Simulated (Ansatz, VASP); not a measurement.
## Two plane-wave programs on Si2Ni

```xyz
3
Lattice="0.0000 2.7030 2.7030 2.7030 0.0000 2.7030 2.7030 2.7030 0.0000" Properties=species:S:1:pos:R:3 pbc="T T T"
Ni    0.0000    0.0000    0.0000
Si    4.0545    4.0545    4.0545
Si    1.3515    1.3515    1.3515
```

Alike in both runs: functional PBEsol; k mesh 5 × 5 × 5; occupations fermi-dirac, width 0.05 eV; collinear spin.

|  | VASP | Ansatz |
| --- | --- | --- |
| version | VASP 6.6.1 | Ansatz 0.2.0 |
| potentials or method | VASP PAW PBE potentials, release 64 (Ni, Si) | Ansatz PAW |
| plane-wave cutoff (eV) | 520 | 420 |
| valence electrons in the cell | 18 | 26 |
| task | single point | band structure |

```csv
,VASP,Ansatz,Ansatz less VASP
gap on the k mesh at the Fermi level (eV),none,none,-
pressure (GPa),-0.7,-0.9,-0.17
net moment per atom (μB),0.00,0.00,0.000
```

A gap of «none» marks a metal or a gap that the smearing closes. The functional is the same, so the differences come from potentials, cutoffs and numerics. The two sets of potentials don't hold the same shells in valence.

Caveats: the k mesh is coarse (spacing up to 0.40 Å⁻¹), so the values aren't converged; the PAW data sets were made with another functional, which shifts forces and pressure a little (VASP); the PAW data sets come from PBE, with cores solved anew for the run's functional, which leaves a small shift of forces and pressure (Ansatz); the starting moments weren't kept (Ansatz).
